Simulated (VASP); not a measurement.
# ZnS (P6_3mc) in VASP: notebook

The runs below take ZnS through single point, with r2SCAN.

All numbers are computed with VASP 6.6.1; they aren't measurements. Logs are shortened: lines on timing, memory, paths and dates and some standing lists are left out, and cuts for length are marked.

**Measured values to compare with.**

From a printed reference work, monograph, for a bulk crystal of ZnS at 4 K: band gap 3.911 eV (direct).

The results are compared with them further down.

## 1. The cell of the first run

Symmetry: P6_3mc, No. 186, hexagonal system. Conventional cell: a = 3.823 Å, b = 3.823 Å, c = 12.520 Å, α = 90.00°, β = 90.00°, γ = 120.00°. Within 3.1 Å of Zn (site symmetry 3m) lie 4 S at 2.34 to 2.35 Å. Within 3.1 Å of Zn (site symmetry 3m) lie 4 S at 2.34 to 2.35 Å. Within 3.1 Å of S (site symmetry 3m) lie 4 Zn at 2.34 to 2.35 Å. Within 3.1 Å of S (site symmetry 3m) lie 4 Zn at 2.34 to 2.35 Å.

## 2. Single point, r2SCAN

POSCAR reads:

```
ZnS
1.0
    3.8227000000      0.0000000000      0.0000000000
   -1.9113500000      3.3105553110      0.0000000000
    0.0000000000      0.0000000000     12.5200000000
Zn S
4 4
Direct
    0.0000000000      0.0000000000      0.0000000000
    0.0000000000      0.0000000000      0.5000000000
    0.3333333333      0.6666666667      0.2500000000
    0.6666666667      0.3333333333      0.7500000000
    0.0000000000      0.0000000000      0.1875000000
    0.0000000000      0.0000000000      0.6875000000
    0.3333333333      0.6666666667      0.4375000000
    0.6666666667      0.3333333333      0.9375000000
```

INCAR.step1 reads:

```
PREC = Accurate
ENCUT = 520
ISMEAR = 0
SIGMA = 0.1
LREAL = F
LASPH = T
NELM = 80
NBANDS = 46
GGA = PE
ALGO = Normal
EDIFF = 1E-4
LWAVE = T
LCHARG = F
```

INCAR.step2 reads:

```
PREC = Accurate
ENCUT = 520
EDIFF = 1E-6
ISMEAR = 0
SIGMA = 0.1
LREAL = F
LASPH = T
NELM = 80
ALGO = Normal
ISIF = 2
LWAVE = F
LCHARG = F
METAGGA = R2SCAN
LMIXTAU = T
NBANDS = 46
ISTART = 1
```

KPOINTS reads:

```
Automatic mesh
0
Gamma
  6 6 2
```

Potentials or basis: VASP PAW PBE potentials, release 64 (Zn, S).

On the command line:

```
$ cat potpaw_PBE.64/Zn/POTCAR potpaw_PBE.64/S/POTCAR > POTCAR
$ cp INCAR.step1 INCAR
$ mpirun -np 1 vasp_std > vasp.out
$ cp INCAR.step2 INCAR
$ mpirun -np 1 vasp_std > vasp.out
```

OUTCAR:

```text
PREC = Accurate
   ENCUT = 520
   EDIFF = 1E-6
   ISMEAR = 0
   LREAL = F
   LASPH = T
   NELM = 80
   ISIF = 2
   METAGGA = R2SCAN
   ISTART = 1

 ion  position               nearest neighbor table
   1  0.000  0.000  0.000-   8 2.34   8 2.34   8 2.34   5 2.35
   2  0.000  0.000  0.500-   7 2.34   7 2.34   7 2.34   6 2.35
   3  0.333  0.667  0.250-   5 2.34   5 2.34   5 2.34   7 2.35
   4  0.667  0.333  0.750-   6 2.34   6 2.34   6 2.34   8 2.35
   5  0.000  0.000  0.188-   3 2.34   3 2.34   3 2.34   1 2.35
   6  0.000  0.000  0.688-   4 2.34   4 2.34   4 2.34   2 2.35
   7  0.333  0.667  0.438-   2 2.34   2 2.34   2 2.34   3 2.35
   8  0.667  0.333  0.938-   1 2.34   1 2.34   1 2.34   4 2.35

  LATTYP: Found a hexagonal cell.
 ALAT       =     3.8227000000
 C/A-ratio  =     3.2751719988

  Lattice vectors:

 A1 = (   3.8227000000,   0.0000000000,   0.0000000000)
 A2 = (  -1.9113500000,   3.3105553110,   0.0000000000)
 A3 = (   0.0000000000,   0.0000000000,  12.5200000000)

Analysis of symmetry for initial positions (statically):
=====================================================================
 Subroutine PRICEL returns:
 Original cell was already a primitive cell.

 Routine SETGRP: Setting up the symmetry group for a
 hexagonal supercell.

 Subroutine GETGRP returns: Found 12 space group operations
 (whereof  6 operations were pure point group operations)
 out of a pool of 24 trial point group operations.

The static configuration has the point symmetry C_3v.
 The point group associated with its full space group is C_6v.

Analysis of symmetry for dynamics (positions and initial velocities):
=====================================================================
 Subroutine PRICEL returns:
 Original cell was already a primitive cell.

 Routine SETGRP: Setting up the symmetry group for a
 hexagonal supercell.

 Subroutine GETGRP returns: Found 12 space group operations
 (whereof  6 operations were pure point group operations)
 out of a pool of 24 trial point group operations.

The dynamic configuration has the point symmetry C_3v.
 The point group associated with its full space group is C_6v.

 Subroutine INISYM returns: Found 12 space group operations
 (whereof  6 operations are pure point group operations),
 and found     1 'primitive' translations

----------------------------------------------------------------------------------------

                                     Primitive cell

  volume of cell :     158.4439

  direct lattice vectors                    reciprocal lattice vectors
     3.822700000  0.000000000  0.000000000     0.261595208  0.151032064  0.000000000
    -1.911350000  3.310555311  0.000000000     0.000000000  0.302064127  0.000000000
     0.000000000  0.000000000 12.520000000     0.000000000  0.000000000  0.079872204

  length of vectors
     3.822700000  3.822700000 12.520000000     0.302064127  0.302064127  0.079872204

  position of ions in fractional coordinates (direct lattice)
     0.000000000  0.000000000  0.000000000
     0.000000000  0.000000000  0.500000000
     0.333333333  0.666666667  0.250000000
     0.666666667  0.333333333  0.750000000
     0.000000000  0.000000000  0.187500000
     0.000000000  0.000000000  0.687500000
     0.333333333  0.666666667  0.437500000
     0.666666667  0.333333333  0.937500000

  ion indices of the primitive-cell ions
   primitive index   ion index
                 1           1
                 2           2
                 3           3
                 4           4
                 5           5
                 6           6
                 7           7
                 8           8

----------------------------------------------------------------------------------------

 KPOINTS: Automatic mesh

Automatic generation of k-mesh.
 Grid dimensions read from file:
 generate k-points for:    6    6    2

 Generating k-lattice:

  Cartesian coordinates                     Fractional coordinates (reciprocal lattice)
     0.043599201  0.025172011  0.000000000     0.166666667  0.000000000  0.000000000
     0.000000000  0.050344021  0.000000000     0.000000000  0.166666667  0.000000000
     0.000000000  0.000000000  0.039936102     0.000000000  0.000000000  0.500000000

  Length of vectors
     0.050344021  0.050344021  0.039936102

  Shift w.r.t. Gamma in fractional coordinates (k-lattice)
     0.000000000  0.000000000  0.000000000

 Subroutine IBZKPT returns following result:
 ===========================================

 Found     14 irreducible k-points:

 Following reciprocal coordinates:
            Coordinates               Weight
  0.000000  0.000000  0.000000      1.000000
  0.166667  0.000000  0.000000      6.000000
  0.333333  0.000000  0.000000      6.000000
  0.500000  0.000000  0.000000      3.000000
  0.166667  0.166667  0.000000      6.000000
  0.333333  0.166667  0.000000     12.000000
  0.333333  0.333333  0.000000      2.000000
  0.000000  0.000000  0.500000      1.000000
  0.166667  0.000000  0.500000      6.000000
  0.333333  0.000000  0.500000      6.000000
  0.500000  0.000000  0.500000      3.000000
  0.166667  0.166667  0.500000      6.000000
  0.333333  0.166667  0.500000     12.000000
  0.333333  0.333333  0.500000      2.000000
   k-points           NKPTS =     14   k-points in BZ     NKDIM =     14   number of bands    NBANDS=     46
   number of dos      NEDOS =    301   number of ions     NIONS =      8
   total plane-waves  NPLWV =  75264
   dimension x,y,z NGX =    28 NGY =   28 NGZ =   96
   dimension x,y,z NGXF=    56 NGYF=   56 NGZF=  192
   ions per type =               4   4
   NGX,Y,Z   is equivalent  to a cutoff of  12.18, 12.18, 12.75 a.u.
   NGXF,Y,Z  is equivalent  to a cutoff of  24.35, 24.35, 25.49 a.u.
 SYSTEM =  unknown system
   PREC   = accura    normal or accurate (medium, high low for compatibility)
   ISTART =      1    job   : 0-new  1-cont  2-samecut
   ICHARG =      0    charge: 1-file 2-atom 10-const
   ISPIN  =      1    spin polarized calculation?
   LNONCOLLINEAR =      F non collinear calculations
   LSORBIT =      F    spin-orbit coupling
   LASPH  =      T    aspherical Exc in radial PAW
   ENCUT  =  520.0 eV  38.22 Ry    6.18 a.u.   7.11  7.11 23.28*2*pi/ulx,y,z
   NELM   =     80;   NELMIN=  2; NELMDL=  0     # of ELM steps
   EDIFF  = 0.1E-05   stopping-criterion for ELM
   LREAL  =      F    real-space projection
   EDIFFG = 0.1E-04   stopping-criterion for IOM
   NSW    =      0    number of steps for IOM
   IBRION =     -1    ionic relax: 0-MD 1-quasi-New 2-CG
   NFREE  =      0    steps in history (QN), initial steepest desc. (CG)
   ISIF   =      2    stress and relaxation
   ISYM   =      2    0-nonsym 1-usesym 2-fastsym
   POTIM  = 0.5000    time-step for ionic-motion
   TEBEG  =    0.0;   TEEND  =   0.0 temperature during run
   PSTRESS=    0.0 pullay stress
   NELECT =      72.0000    total number of electrons
   NUPDOWN=      -1.0000    fix difference up-down
   EMIN   =  10.00;   EMAX   =-10.00  energy-range for DOS
   EFERMI =   0.00;   METHOD = LEGACY
   ISMEAR =     0;   SIGMA  =   0.10  broadening in eV -4-tet -1-fermi 0-gaus
   EFERMI_NEDOS =   21; number of points for ismear=-14 and -15
   IALGO  =     38    algorithm
   IMIX   =      4    mixing-type and parameters
     AMIX     =   0.40;   BMIX     =  1.00
     AMIX_MAG =   1.60;   BMIX_MAG =  1.00
  volume/ion in A,a.u.               =      19.81       133.65
  Fermi-wavevector in a.u.,A,eV,Ry     =   1.258618  2.378443 21.553244  1.584119
  Thomas-Fermi vector in A             =   2.392218
   LORBIT       =      0    0 simple, 1 ext, 2 COOP (PROOUT), +10 PAW based schemes
   METAGGA = R2SCAN    functional components
   LHFCALC =     F    Hartree Fock is set to
   AEXX    =    0.0000 exact exchange contribution
   IVDW    =     0    specifies the selected vdW correction
   LEPSILON=     F    determine dielectric tensor
   LRPA    =     F    only Hartree local field effects (RPA)
 non-spin polarized calculation
 Gauss-broadening in eV      SIGMA  =   0.10
  energy-cutoff  :      520.00
  volume of cell :      158.44
 maximum number of plane-waves:      4296
   NGX = 15   NGY = 15   NGZ = 47

 number of electron      71.9999983 magnetization

 Free energy of the ion-electron system (eV)
  ---------------------------------------------------
  ext. energy  EPLUGINS =         0.00000000
  ---------------------------------------------------
  free energy    TOTEN  =       -75.44584872 eV

  energy without entropy =      -75.44584872  energy(sigma->0) =      -75.44584872

 E-fermi :   2.2379     XC(G=0): -10.2601

 val. band max:        1.8038772951   @ k =   0.0000   0.0000   0.0000
 cond. band min:       4.4996961232   @ k =   0.0000   0.0000   0.0000
 fundamental gap:      2.6958188282
 Fermi energy:         2.2379494711

 k-point     1 :       0.0000    0.0000    0.0000
  band No.  band energies     occupation
      1     -11.8553      2.00000
      2     -11.4331      2.00000
      3     -11.4206      2.00000
      4     -10.9181      2.00000
      5      -4.6811      2.00000
      6      -4.6776      2.00000
[... 38 lines left out ...]
     45       8.9433      0.00000
     46       9.1245      0.00000

 k-point     2 :       0.1667    0.0000    0.0000
  band No.  band energies     occupation
      1     -11.6706      2.00000
      2     -11.2820      2.00000
      3     -11.2695      2.00000
      4     -10.8185      2.00000
      5      -4.6886      2.00000
      6      -4.6660      2.00000
[... 38 lines left out ...]
     45       9.0971      0.00000
     46       9.1636      0.00000

 k-point     3 :       0.3333    0.0000    0.0000
  band No.  band energies     occupation
      1     -11.2282      2.00000
      2     -10.9497      2.00000
      3     -10.9383      2.00000
      4     -10.6403      2.00000
      5      -4.6935      2.00000
      6      -4.6384      2.00000
[... 528 lines left out ...]
     45       9.6360      0.00000
     46       9.6360      0.00000

 k-point    14 :       0.3333    0.3333    0.5000
  band No.  band energies     occupation
      1     -10.6831      2.00000
      2     -10.6831      2.00000
      3     -10.6702      2.00000
      4     -10.6702      2.00000
      5      -4.5937      2.00000
      6      -4.5937      2.00000
[... 38 lines left out ...]
     45       9.8531      0.00000
     46       9.8531      0.00000

------------------------ aborting loop because EDIFF is reached ----------------------------------------

  FORCE on cell =-STRESS in cart. coord.  units (eV):
  Direction    XX          YY          ZZ          XY          YZ          ZX
  --------------------------------------------------------------------------------------
  -------------------------------------------------------------------------------------
  Total       -0.8028875     -0.8028875     -0.9553848      0.0000000      0.0000000      0.0000000
  in kB       -8.1187631     -8.1187631     -9.6608093      0.0000000      0.0000000      0.0000000
  external PRESSURE =      -8.6327785 kB  Pullay stress =       0.0000000 kB

 VOLUME and BASIS-vectors are now :
 -----------------------------------------------------------------------------
  energy-cutoff  :      520.00
  volume of cell :      158.44
      direct lattice vectors                 reciprocal lattice vectors
     3.822700000  0.000000000  0.000000000     0.261595208  0.151032064  0.000000000
    -1.911350000  3.310555311  0.000000000     0.000000000  0.302064127  0.000000000
     0.000000000  0.000000000 12.520000000     0.000000000  0.000000000  0.079872204

 POSITION                                       TOTAL-FORCE (eV/Angst)
 -----------------------------------------------------------------------------------
      0.00000      0.00000      0.00000        -0.000000     -0.000000      0.005228
      0.00000      0.00000      6.26000         0.000000      0.000000      0.005228
     -0.00000      2.20704      3.13000         0.000000     -0.000000      0.004638
      1.91135      1.10352      9.39000        -0.000000      0.000000      0.004638
      0.00000      0.00000      2.34750         0.000000      0.000000     -0.032766
      0.00000      0.00000      8.60750         0.000000      0.000000     -0.032766
     -0.00000      2.20704      5.47750         0.000000      0.000000      0.022900
      1.91135      1.10352     11.73750        -0.000000      0.000000      0.022900
 -----------------------------------------------------------------------------------
    total drift:                               -0.000001     -0.000001     -0.092149

  FREE ENERGIE OF THE ION-ELECTRON SYSTEM (eV)
  ---------------------------------------------------
  free  energy   TOTEN  =       -75.4458487162 eV

  energy  without entropy=      -75.4458487162  energy(sigma->0) =      -75.44584872
```

Run time: 4 min. Hardware: 1 thread of Intel Xeon Platinum 8488C (Sapphire Rapids), shared host; peak memory 0.32 GiB.

Results:

| Property | Result |
| --- | --- |
| Free energy | -75.4458 eV |
| Pressure | -0.9 GPa |
| Largest force | 0.033 eV/Å |
| Band gap on the k mesh | 2.70 eV |

Forces on the atoms (eV/Å):
```
Zn   0.000  0.000  0.005
Zn   0.000  0.000  0.005
Zn   0.000  0.000  0.005
Zn   0.000  0.000  0.005
S    0.000  0.000 -0.033
S    0.000  0.000 -0.033
S    0.000  0.000  0.023
S    0.000  0.000  0.023
```

Levels at points of the mesh, in eV from the valence-band top:
```csv
k point,band 32,band 33,band 34,band 35,band 36,band 37,band 38,band 39,band 40,band 41
"(0.00, 0.00, 0.00)",-0.46,-0.46,-0.04,0.00,0.00,2.70,3.70,3.92,4.17,6.85
"(0.50, 0.00, 0.00)",-1.63,-1.63,-1.61,-1.13,-0.89,3.75,3.75,4.18,4.77,5.33
"(0.00, 0.00, 0.50)",-0.77,-0.15,-0.15,-0.15,-0.15,3.52,3.52,3.83,3.83,6.78
"(0.50, 0.00, 0.50)",-2.09,-1.52,-1.52,-1.12,-1.12,4.09,4.09,4.48,4.48,5.09
```

Caveat: the PAW data sets were made with another functional, which shifts forces and pressure a little.

## 3. Single point, r2SCAN (20.16 Å³/atom)

This run uses another cell than the first one, of 20.16 Å³/atom.

POSCAR reads:

```
ZnS
1.0
    3.8464496565      0.0000000000      0.0000000000
   -1.9232248283      3.3311231169      0.0000000000
    0.0000000000      0.0000000000     12.5899033915
Zn S
4 4
Direct
    0.0000000000      0.0000000000      0.0001143893
    0.0000000000      0.0000000000      0.5001143893
    0.3333333333      0.6666666667      0.2500706165
    0.6666666667      0.3333333333      0.7500706165
    0.0000000000      0.0000000000      0.1872361453
    0.0000000000      0.0000000000      0.6872361453
    0.3333333333      0.6666666667      0.4375788490
    0.6666666667      0.3333333333      0.9375788490
```

INCAR.step1 reads:

```
SYSTEM = ZnS
PREC = Accurate ; ENCUT = 520
ISMEAR = 0 ; SIGMA = 0.02
LREAL = .False. ; LASPH = .True.
NELM = 80 ; NBANDS = 46
GGA = PE ; ALGO = Normal
EDIFF = 1E-4 ; LWAVE = .True.
LCHARG = .False.
```

INCAR.step2 reads:

```
SYSTEM = ZnS
PREC = Accurate ; ENCUT = 520
EDIFF = 1E-6 ; ISMEAR = 0
SIGMA = 0.02 ; LREAL = .False.
LASPH = .True. ; NELM = 80
ALGO = Normal ; ISIF = 2
LWAVE = .False. ; LCHARG = .False.
METAGGA = R2SCAN ; LMIXTAU = .True.
NBANDS = 46 ; ISTART = 1
```

KPOINTS reads:

```
Automatic mesh
0
Gamma
  6 6 2
  0 0 0
```

Potentials or basis: VASP PAW PBE potentials, release 64 (Zn, S).

On the command line:

```
$ cat potpaw_PBE.64/Zn/POTCAR potpaw_PBE.64/S/POTCAR > POTCAR
$ cp INCAR.step1 INCAR
$ mpirun -np 1 vasp_std > vasp.out
$ cp INCAR.step2 INCAR
$ mpirun -np 1 vasp_std > vasp.out
```

Wall time 6.3 min (1 thread of Intel Xeon Platinum 8259CL at 2.50GHz (Skylake/Cascade Lake), shared host); peak memory 0.34 GiB.

It converged, with:

```yaml
Free_energy: -75.4208 eV
Pressure: -2.1 GPa
Largest_force: 0.015 eV/Å
Band_gap_on_the_k_mesh: 2.61 eV
```

Forces on the atoms (eV/Å):
```
Zn   0.000  0.000 -0.015
Zn   0.000  0.000 -0.015
Zn   0.000  0.000 -0.012
Zn   0.000  0.000 -0.012
S    0.000  0.000  0.014
S    0.000  0.000  0.014
S    0.000  0.000  0.013
S    0.000  0.000  0.013
```

Levels at points of the mesh, in eV from the valence-band top:
| k point | band 33 | band 34 | band 35 | band 36 | band 37 | band 38 | band 39 | band 40 |
| --- | --- | --- | --- | --- | --- | --- | --- | --- |
| (0.00, 0.00, 0.00) | -0.45 | -0.04 | 0.00 | 0.00 | 2.61 | 3.66 | 3.86 | 4.11 |
| (0.50, 0.00, 0.00) | -1.58 | -1.56 | -1.10 | -0.86 | 3.74 | 3.76 | 4.17 | 4.77 |
| (0.00, 0.00, 0.50) | -0.14 | -0.14 | -0.14 | -0.14 | 3.43 | 3.43 | 3.79 | 3.79 |
| (0.50, 0.00, 0.50) | -1.48 | -1.48 | -1.09 | -1.09 | 4.10 | 4.10 | 4.46 | 4.46 |

Caveat: the PAW data sets were made with another functional, which shifts forces and pressure a little.

## 4. Single point, r2SCAN (20.75 Å³/atom)

This run uses another cell than the first one, of 20.75 Å³/atom.

Changes to POSCAR since step 3:

```diff
@@ -2,5 +2,5 @@
 1.0
-    3.8464496565      0.0000000000      0.0000000000
-   -1.9232248283      3.3311231169      0.0000000000
-    0.0000000000      0.0000000000     12.5899033915
+    3.8834370184      0.0000000000      0.0000000000
+   -1.9417185092      3.3631551119      0.0000000000
+    0.0000000000      0.0000000000     12.7109675816
 Zn S
```

INCAR.step1 reads:

```
ALGO = Normal
EDIFF = 1E-4
ENCUT = 520
GGA = PE
ISMEAR = 0
LASPH = True
LCHARG = False
LREAL = False
LWAVE = True
NBANDS = 46
NELM = 80
PREC = Accurate
SIGMA = 0.02
```

INCAR.step2 reads:

```
ALGO = Normal
EDIFF = 1E-6
ENCUT = 520
ISIF = 2
ISMEAR = 0
ISTART = 1
LASPH = True
LCHARG = True
LELF = True
LMIXTAU = True
LREAL = False
LVHAR = True
LWAVE = False
METAGGA = R2SCAN
NBANDS = 46
NELM = 80
PREC = Accurate
SIGMA = 0.02
```

KPOINTS reads:

```
k-points
0
Gamma
  6 6 2
```

On the command line:

```
$ cat potpaw_PBE.64/Zn/POTCAR potpaw_PBE.64/S/POTCAR > POTCAR
$ cp INCAR.step1 INCAR
$ mpirun -np 1 vasp_std > vasp.out
$ cp INCAR.step2 INCAR
$ mpirun -np 1 vasp_std > vasp.out
```

It took 6.6 min on 1 thread of Intel Xeon Platinum 8259CL at 2.50GHz (Skylake/Cascade Lake), shared host; peak memory 0.34 GiB.

The run converged. Its results:

```yaml
Free_energy: -75.3283 eV
Pressure: -4.0 GPa
Largest_force: 0.018 eV/Å
Band_gap_on_the_k_mesh: 2.48 eV
```

Forces in eV/Å, atoms in the order of the input:
```
Zn   0.000  0.000 -0.018
Zn   0.000  0.000 -0.018
Zn   0.000  0.000 -0.014
Zn   0.000  0.000 -0.014
S    0.000  0.000  0.017
S    0.000  0.000  0.017
S    0.000  0.000  0.015
S    0.000  0.000  0.015
```

Levels at points of the mesh, in eV from the valence-band top:
| k point | band 33 | band 34 | band 35 | band 36 | band 37 | band 38 | band 39 | band 40 |
| --- | --- | --- | --- | --- | --- | --- | --- | --- |
| (0.00, 0.00, 0.00) | -0.43 | -0.04 | 0.00 | 0.00 | 2.48 | 3.60 | 3.77 | 4.00 |
| (0.50, 0.00, 0.00) | -1.50 | -1.50 | -1.04 | -0.82 | 3.72 | 3.78 | 4.18 | 4.76 |
| (0.00, 0.00, 0.50) | -0.13 | -0.13 | -0.13 | -0.13 | 3.30 | 3.30 | 3.72 | 3.72 |
| (0.50, 0.00, 0.50) | -1.42 | -1.42 | -1.04 | -1.04 | 4.09 | 4.09 | 4.42 | 4.42 |

Caveat: the cell stands under tension; the PAW data sets were made with another functional, which shifts forces and pressure a little.

[end of part 1 of 2]
